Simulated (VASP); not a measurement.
Here is the system:

```yaml
crystal:
  lattice:
    - [6.20829, 0.00000, 0.00000]
    - [0.00000, 6.20829, 0.00000]
    - [0.00000, 0.00000, 6.20829]
  atoms:
    - { symbol: Cs, position: [0.00000, 0.00000, 0.00000] }
    - { symbol: Pb, position: [0.50000, 0.50000, 0.50000] }
    - { symbol: I, position: [0.50000, 0.00000, 0.50000] }
    - { symbol: I, position: [0.00000, 0.50000, 0.50000] }
    - { symbol: I, position: [0.50000, 0.50000, 0.00000] }
```

These are PBEsol GGA, VASP's PBE PAW potentials (set 64) (plane waves; VASP) values and carry that method's errors. Run with 520 eV cut-off, 4×4×4 Γ-centred mesh, Gaussian smearing of 0.050 eV, potentials Cs_sv Pb_d I.

Unless said otherwise, spin-orbit coupling is left out, though it shifts the bands of the heavy elements here.

**Question.** Predict the energy per atom (σ→0), band gap (on the k-mesh) with the smallest direct gap where there is one.

**Answer.** 
* **band gap (on the k-mesh)**: 1.12 eV
* **smallest direct gap (on the k-mesh)**: 1.12 eV
* **energy per atom (σ→0)**: -2.999 eV/atom

Only differences to runs with the same potentials and settings are physical.

The compound is CsPbI3 in the cubic perovskite structure, the ideal cubic form; the compound distorts at low or room temperature. It was relaxed first.
